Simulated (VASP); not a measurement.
# Mg (P6_3/mmc) in VASP: reference runs, part 2 of 2

VASP 6.6.1. Earlier steps stand in the parts before.

## Step 3: Single point, PBE (atoms moved at random, drawn with an rms of 0.05 Å)

Input file INCAR:

```
  ALGO = Normal
  EDIFF = 1E-7
  ENCUT = 520
  GGA = PE
  ISIF = 2
  ISMEAR = -1
  LASPH = True
  LCHARG = False
  LREAL = False
  LWAVE = False
  NBANDS = 9
  NELM = 100
  PREC = Accurate
  SIGMA = 0.05
```

Input file KPOINTS:

```
k-points
0
Gamma
  10 10 5
```

Input file POSCAR:

```
Mg
1.0
    3.2093000000      0.0000000000      0.0000000000
   -1.6046500000      2.7793353284      0.0000000000
    0.0000000000      0.0000000000      5.2103000000
Mg
2
Direct
    0.6716710000      0.3385810000      0.7543150000
    0.3365900000      0.6809960000      0.2431600000
```

Potentials or basis: VASP PAW PBE potentials, release 64 (Mg).

Run with:

```sh
$ cat potpaw_PBE.64/Mg/POTCAR > POTCAR
$ mpirun -np 1 vasp_std > vasp.out
```

OUTCAR:

```text
EDIFF = 1E-7
   ENCUT = 520
   GGA = PE
   ISIF = 2
   ISMEAR = -1
   LASPH = True
   LREAL = False
   NELM = 100
   PREC = Accurate

 ion  position               nearest neighbor table
   1  0.672  0.339  0.754-   2 3.13   2 3.15   2 3.17   2 3.23   2 3.24   2 3.26
   2  0.337  0.681  0.243-   1 3.13   1 3.15   1 3.17   1 3.23   1 3.24   1 3.26

  LATTYP: Found a hexagonal cell.
 ALAT       =     3.2093000000
 C/A-ratio  =     1.6235004518

  Lattice vectors:

 A1 = (   3.2093000000,   0.0000000000,   0.0000000000)
 A2 = (  -1.6046500000,   2.7793353284,   0.0000000000)
 A3 = (   0.0000000000,   0.0000000000,   5.2103000000)

Analysis of symmetry for initial positions (statically):
=====================================================================
 Subroutine PRICEL returns:
 Original cell was already a primitive cell.

 Routine SETGRP: Setting up the symmetry group for a
 hexagonal supercell.

 Subroutine GETGRP returns: Found  2 space group operations
 (whereof  1 operations were pure point group operations)
 out of a pool of 24 trial point group operations.

The static configuration has the point symmetry C_1 .
 The point group associated with its full space group is S_2 .

Analysis of symmetry for dynamics (positions and initial velocities):
=====================================================================
 Subroutine PRICEL returns:
 Original cell was already a primitive cell.

 Routine SETGRP: Setting up the symmetry group for a
 hexagonal supercell.

 Subroutine GETGRP returns: Found  2 space group operations
 (whereof  1 operations were pure point group operations)
 out of a pool of 24 trial point group operations.

The dynamic configuration has the point symmetry C_1 .
 The point group associated with its full space group is S_2 .

 Subroutine INISYM returns: Found  2 space group operations
 (whereof  1 operations are pure point group operations),
 and found     1 'primitive' translations

----------------------------------------------------------------------------------------

                                     Primitive cell

  volume of cell :      46.4744

  direct lattice vectors                    reciprocal lattice vectors
     3.209300000  0.000000000  0.000000000     0.311594429  0.179899127  0.000000000
    -1.604650000  2.779335328  0.000000000     0.000000000  0.359798255  0.000000000
     0.000000000  0.000000000  5.210300000     0.000000000  0.000000000  0.191927528

  length of vectors
     3.209300000  3.209300000  5.210300000     0.359798255  0.359798255  0.191927528

  position of ions in fractional coordinates (direct lattice)
     0.671671000  0.338581000  0.754315000
     0.336590000  0.680996000  0.243160000

  ion indices of the primitive-cell ions
   primitive index   ion index
                 1           1
                 2           2

----------------------------------------------------------------------------------------

 KPOINTS: k-points

Automatic generation of k-mesh.
 Grid dimensions read from file:
 generate k-points for:   10   10    5

 Generating k-lattice:

  Cartesian coordinates                     Fractional coordinates (reciprocal lattice)
     0.031159443  0.017989913  0.000000000     0.100000000 -0.000000000  0.000000000
     0.000000000  0.035979825  0.000000000     0.000000000  0.100000000  0.000000000
     0.000000000  0.000000000  0.038385506     0.000000000  0.000000000  0.200000000

  Length of vectors
     0.035979825  0.035979825  0.038385506

  Shift w.r.t. Gamma in fractional coordinates (k-lattice)
     0.000000000  0.000000000  0.000000000

 Subroutine IBZKPT returns following result:
 ===========================================

 Found    252 irreducible k-points:

 Following reciprocal coordinates:
            Coordinates               Weight
  0.000000  0.000000  0.000000      1.000000
  0.100000  0.000000  0.000000      2.000000
  0.000000  0.100000  0.000000      2.000000
 -0.100000  0.100000  0.000000      2.000000
  0.200000  0.000000  0.000000      2.000000
  0.000000  0.200000  0.000000      2.000000
[... 42 lines left out ...]
  0.400000  0.400000  0.000000      2.000000
  0.300000  0.300000  0.000000      2.000000
 [... further k-points ...]
   k-points           NKPTS =    252   k-points in BZ     NKDIM =    252   number of bands    NBANDS=      9
   number of dos      NEDOS =    301   number of ions     NIONS =      2
   total plane-waves  NPLWV =  23040
   dimension x,y,z NGX =    24 NGY =   24 NGZ =   40
   dimension x,y,z NGXF=    48 NGYF=   48 NGZF=   80
   ions per type =               2
   NGX,Y,Z   is equivalent  to a cutoff of  12.43, 12.43, 12.76 a.u.
   NGXF,Y,Z  is equivalent  to a cutoff of  24.86, 24.86, 25.53 a.u.
 SYSTEM =  unknown system
   PREC   = accura    normal or accurate (medium, high low for compatibility)
   ISTART =      0    job   : 0-new  1-cont  2-samecut
   ICHARG =      2    charge: 1-file 2-atom 10-const
   ISPIN  =      1    spin polarized calculation?
   LNONCOLLINEAR =      F non collinear calculations
   LSORBIT =      F    spin-orbit coupling
   LASPH  =      T    aspherical Exc in radial PAW
   ENCUT  =  520.0 eV  38.22 Ry    6.18 a.u.   5.97  5.97  9.69*2*pi/ulx,y,z
   NELM   =    100;   NELMIN=  2; NELMDL= -5     # of ELM steps
   EDIFF  = 0.1E-06   stopping-criterion for ELM
   LREAL  =      F    real-space projection
   EDIFFG = 0.1E-05   stopping-criterion for IOM
   NSW    =      0    number of steps for IOM
   IBRION =     -1    ionic relax: 0-MD 1-quasi-New 2-CG
   NFREE  =      0    steps in history (QN), initial steepest desc. (CG)
   ISIF   =      2    stress and relaxation
   ISYM   =      2    0-nonsym 1-usesym 2-fastsym
   POTIM  = 0.5000    time-step for ionic-motion
   TEBEG  =    0.0;   TEEND  =   0.0 temperature during run
   PSTRESS=    0.0 pullay stress
   NELECT =       4.0000    total number of electrons
   NUPDOWN=      -1.0000    fix difference up-down
   EMIN   =  10.00;   EMAX   =-10.00  energy-range for DOS
   EFERMI =   0.00;   METHOD = LEGACY
   ISMEAR =    -1;   SIGMA  =   0.05  broadening in eV -4-tet -1-fermi 0-gaus
   EFERMI_NEDOS =   21; number of points for ismear=-14 and -15
   IALGO  =     38    algorithm
   IMIX   =      4    mixing-type and parameters
     AMIX     =   0.40;   BMIX     =  1.00
     AMIX_MAG =   1.60;   BMIX_MAG =  1.00
  volume/ion in A,a.u.               =      23.24       156.81
  Fermi-wavevector in a.u.,A,eV,Ry     =   0.722809  1.365911  7.108401  0.522453
  Thomas-Fermi vector in A             =   1.812866
   LORBIT       =      0    0 simple, 1 ext, 2 COOP (PROOUT), +10 PAW based schemes
   GGA     = PE    functional components
   LHFCALC =     F    Hartree Fock is set to
   AEXX    =    0.0000 exact exchange contribution
   IVDW    =     0    specifies the selected vdW correction
   LEPSILON=     F    determine dielectric tensor
   LRPA    =     F    only Hartree local field effects (RPA)
 non-spin polarized calculation
  energy-cutoff  :      520.00
  volume of cell :       46.47
 maximum number of plane-waves:      1277
   NGX = 11   NGY = 11   NGZ = 19

 number of electron       4.0000000 magnetization

 Free energy of the ion-electron system (eV)
  ---------------------------------------------------
  ext. energy  EPLUGINS =         0.00000000
  ---------------------------------------------------
  free energy    TOTEN  =        -3.00163496 eV

  energy without entropy =       -2.98962344  energy(sigma->0) =       -2.99562920

 E-fermi :   2.5957     XC(G=0):  -8.4528

 val. band max:        2.5505761479   @ k =  -0.1000  -0.4000  -0.4000
 cond. band min:       2.6086899718   @ k =   0.1000   0.2000   0.0000
 fundamental gap:      0.0581138239
 Fermi energy:         2.5957014140

 k-point     1 :       0.0000    0.0000    0.0000
  band No.  band energies     occupation
      1      -4.3113      2.00000
      2       0.9106      2.00000
      3       1.3267      2.00000
      4      13.4327      0.00000
      5      13.4373      0.00000
      6      13.5169      0.00000
      7      13.5261      0.00000
      8      14.3363      0.00000
      9      15.8447      0.00000
[... 457 lines left out ...]
 k-point    40 :      -0.4000    0.2000    0.0000
  band No.  band energies     occupation
      1      -1.9949      2.00000
      2       3.0580      0.00019
      3       3.3993      0.00000
      4       5.3590      0.00000
      5       5.8747      0.00000
      6       9.9929      0.00000
      7      10.6184      0.00000
      8      10.7628      0.00000
      9      11.5842      0.00000

 [... further k-points ...]
[... 5 lines left out ...]
  --------------------------------------------------------------------------------------
  -------------------------------------------------------------------------------------
  Total       -0.2644381     -0.2259507      0.1031443      0.0157249     -0.0053575      0.0040061
  in kB       -9.1163430     -7.7895109      3.5558377      0.5421062     -0.1846961      0.1381094
  external PRESSURE =      -4.4500054 kB  Pullay stress =       0.0000000 kB

 VOLUME and BASIS-vectors are now :
 -----------------------------------------------------------------------------
  energy-cutoff  :      520.00
  volume of cell :       46.47
      direct lattice vectors                 reciprocal lattice vectors
     3.209300000  0.000000000  0.000000000     0.311594429  0.179899127  0.000000000
    -1.604650000  2.779335328  0.000000000     0.000000000  0.359798255  0.000000000
     0.000000000  0.000000000  5.210300000     0.000000000  0.000000000  0.191927528

 POSITION                                       TOTAL-FORCE (eV/Angst)
 -----------------------------------------------------------------------------------
      1.61229      0.94103      3.93021        -0.012853      0.017138     -0.154676
     -0.01254      1.89272      1.26694         0.012853     -0.017138      0.154676
 -----------------------------------------------------------------------------------
    total drift:                               -0.000000     -0.000000      0.000001

  FREE ENERGIE OF THE ION-ELECTRON SYSTEM (eV)
  ---------------------------------------------------
  free  energy   TOTEN  =        -3.0016349631 eV

  energy  without entropy=       -2.9896234379  energy(sigma->0) =       -2.99562920
```

OSZICAR:

```text
N       E                     dE             d eps       ncg     rms          rms(c)
DAV:   1    -0.415792661067E+00   -0.41579E+00   -0.12752E+03  4536   0.312E+02
DAV:   2    -0.298027331892E+01   -0.25645E+01   -0.24839E+01  6080   0.268E+01
DAV:   3    -0.301579900083E+01   -0.35526E-01   -0.35204E-01  5688   0.259E+00
DAV:   4    -0.301590134410E+01   -0.10234E-03   -0.10233E-03  5994   0.140E-01
DAV:   5    -0.301590180526E+01   -0.46116E-06   -0.46131E-06  5643   0.876E-03    0.959E-01
DAV:   6    -0.300916516907E+01    0.67366E-02   -0.26110E-03  5328   0.221E-01    0.613E-01
DAV:   7    -0.300171532911E+01    0.74498E-02   -0.42712E-03  4788   0.374E-01    0.355E-02
DAV:   8    -0.300163315437E+01    0.82175E-04   -0.49856E-04  5030   0.738E-02    0.129E-02
DAV:   9    -0.300163310877E+01    0.45596E-07   -0.75838E-06  5711   0.165E-02    0.484E-03
DAV:  10    -0.300163501501E+01   -0.19062E-05   -0.11217E-07  5167   0.209E-03    0.288E-04
DAV:  11    -0.300163496310E+01    0.51913E-07   -0.19739E-09  2644   0.246E-04
   1 F= -.30016350E+01 E0= -.29956292E+01  d E =-.120115E-01
```

Run time: 31 s. Hardware: 1 thread of Intel Xeon Platinum 8488C (Sapphire Rapids), shared host; peak memory 0.22 GiB.

Results:

```
Free energy            : -3.0016 eV
Pressure               : -0.4 GPa
Largest force          : 0.156 eV/Å
Band gap on the k mesh : none (metal or under the smearing width)
```

Forces in eV/Å, atoms in the order of the input:
```
Mg  -0.013  0.017 -0.155
Mg   0.013 -0.017  0.155
```

Stress tensor (GPa, compression positive):
```
-0.91  0.05  0.01
 0.05 -0.78 -0.02
 0.01 -0.02  0.36
```
